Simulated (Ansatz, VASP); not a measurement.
Sb in VASP and in Ansatz

```
Sb
1.0
     3.15825    0.00000    0.00000
    -1.57913    2.73513    0.00000
     0.00000    0.00000    5.22161
Sb
2
Direct
  0.33333 0.66667 0.25000
  0.66667 0.33333 0.75000
```

Alike in both runs: task single point; functional LDA; k mesh 12 × 12 × 7; occupations fermi-dirac, width 0.1 eV; no spin polarisation.

|  | VASP | Ansatz |
| --- | --- | --- |
| version | VASP 6.6.1 | Ansatz 0.2.0 |
| potentials or method | VASP PAW LDA potentials, release 64 (Sb) | plane waves (420 eV) with PAW, scalar-relativistic |
| plane-wave cutoff (eV) | 520 | 420 |
| valence electrons in the cell | 10 | 30 |

|  | VASP | Ansatz | Ansatz less VASP |
| --- | --- | --- | --- |
| pressure (GPa) | 12.7 | 12.3 | -0.40 |
| largest component of the traceless stress (GPa) | 2.19 | 2.11 | -0.088 |

The two sets of potentials don't hold the same shells in valence. Ansatz warned: «pseudo_functional_mismatch».

The runs have no spin-orbit coupling, so splittings on Sb are missing.
